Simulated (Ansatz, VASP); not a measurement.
## BAs in VASP and in Ansatz

POSCAR

```
BAs
1.0
    3.3318567971      0.0000000000      0.0000000000
   -1.6659283986      2.8854726280      0.0000000000
    0.0000000000      0.0000000000      8.6562536631
B As
2 2
Direct
    0.3333333333      0.6666666667      0.2500000000
    0.6666666667      0.3333333333      0.7500000000
    0.6666666667      0.3333333333      0.2500000000
    0.3333333333      0.6666666667      0.7500000000
```

INCAR.step1

```
SYSTEM = BAs
  PREC = Accurate
  ENCUT = 520
  ISMEAR = 0
  SIGMA = 0.01
  LREAL = .False.
  LASPH = .True.
  NELM = 100
  NBANDS = 16
  GGA = PE
  ALGO = Normal
  EDIFF = 1E-4
  LWAVE = .True.
  LCHARG = .False.
```

File INCAR.step2:

```
SYSTEM = BAs
  PREC = Accurate
  ENCUT = 520
  EDIFF = 1E-6
  ISMEAR = 0
  SIGMA = 0.01
  LREAL = .False.
  LASPH = .True.
  NELM = 100
  ALGO = Normal
  ISIF = 2
  LWAVE = .False.
  LCHARG = .False.
  METAGGA = R2SCAN
  LMIXTAU = .True.
  NBANDS = 16
  ISTART = 1
```

File KPOINTS:

```
Automatic mesh
0
Gamma
  9 9 4
  0 0 0
```

Input for Ansatz:

```yaml
crystal:
  lattice:
    - [3.3318567971, 0.0, 0.0]
    - [-1.6659283986, 2.885472628, 0.0]
    - [0.0, 0.0, 8.6562536631]
  atoms:
    - { symbol: B, position: [0.3333333333, 0.6666666667, 0.25] }
    - { symbol: B, position: [0.6666666667, 0.3333333333, 0.75] }
    - { symbol: As, position: [0.6666666667, 0.3333333333, 0.25] }
    - { symbol: As, position: [0.3333333333, 0.6666666667, 0.75] }
kpoints:
  mp_grid: { grid: [9, 9, 4] }
hamiltonian:
  xc: r2scan
scf:
  occupations: { method: fixed }
  n_extra_bands: 5
output:
  forces: true
  stress: true
  eigenvalues: true
```

Alike in both runs: task single point; functional r2SCAN; k mesh 9 × 9 × 4; no spin polarisation.

```csv
,VASP,Ansatz
version,VASP 6.6.1,Ansatz 0.2.0
potentials or method,"VASP PAW PBE potentials, release 64 (B, As)","plane waves, PAW"
plane-wave cutoff (eV),520,500
occupations,"gaussian, width 0.01 eV",fixed
valence electrons in the cell,16,36
```

VASP gave:

| Item | Value |
| --- | --- |
| gap on the k mesh at the Fermi level (eV) | 0.93 |
| pressure (GPa) | 3.1 |
| largest component of the traceless stress (GPa) | 3.09 |

Question: Estimate Ansatz's values.

Answer: gap on the k mesh at the Fermi level (eV): 0.93; pressure (GPa): 2.8; largest component of the traceless stress (GPa): 2.77.

The two sets of potentials don't hold the same shells in valence.

Caveats: the PAW data sets were made with another functional, which shifts forces and pressure a little (VASP); an odd mesh through Γ misses points on the zone boundary, where band edges often lie. r2SCAN opens gaps a little over a GGA but as a rule still falls short of measured ones.
